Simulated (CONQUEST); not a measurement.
Re:

```xyz
8
Lattice="2.7664 0.0000 0.0000 0.0000 4.7915 0.0000 0.0000 0.0000 8.9388" Properties=species:S:1:pos:R:3 pbc="T T T"
Re    0.0000    1.5972    2.2347
Re    1.3832    3.9929    2.2347
Re    0.0000    0.0000    4.4694
Re    1.3832    2.3958    4.4694
Re    0.0000    3.1943    6.7041
Re    1.3832    0.7986    6.7041
Re    0.0000    0.0000    0.0000
Re    1.3832    2.3958    0.0000
```

| Quantity | Value |
| --- | --- |
| Program | CONQUEST 1.3 |
| Task | single point |
| Functional | PBE |
| Potentials or basis | PseudoDojo NC PBE, DZP, grid cutoff 120 Ha |
| k mesh | 10 × 6 × 3 |
| Occupations | fermi-dirac, width 0.05 eV |
| Spin | no spin polarisation |

On this cell: pressure 7.7 GPa; largest force 0.033 eV/Å; band gap on the k mesh none (metal or under the smearing width).

The same run follows on a disturbed copy (atoms moved at random, drawn with an rms of 0.05 Å):

```
CELL_PARAMETERS angstrom
2.76639 0.00000 0.00000
0.00000 4.79152 0.00000
0.00000 0.00000 8.93885
ATOMIC_POSITIONS crystal
Re 0.00652 0.33891 0.25223
Re 0.50652 0.83891 0.25223
Re 0.49415 0.49296 0.50125
Re 0.99415 0.99296 0.50125
Re 0.47609 0.16692 0.75123
Re 0.97609 0.66692 0.75123
Re 0.00450 0.00594 0.00346
Re 0.50450 0.50594 0.00346
```

What changes?

The energy (extrapolated to zero smearing) moves by +6.0 meV/atom; pressure 7.8 GPa; largest force 0.360 eV/Å; band gap on the k mesh none (metal or under the smearing width).

Forces on the atoms (eV/Å):
```
Re  -0.128 -0.186 -0.076
Re  -0.128 -0.186 -0.076
Re  -0.023  0.250  0.210
Re  -0.023  0.250  0.210
Re   0.337  0.033  0.121
Re   0.337  0.033  0.121
Re  -0.169 -0.089 -0.246
Re  -0.169 -0.089 -0.246
```

Stress tensor (GPa, compression positive):
```
 7.67  0.77  0.08
 0.77  7.76 -0.01
 0.08 -0.01  7.92
```

The forces don't sum to zero, so they hold noise of the program's grid.

Caveats: the box holds several primitive cells, so bands are folded and the points are those of the box's own zone; the basis of atomic orbitals isn't converged, which shifts pressures, moduli and gaps.
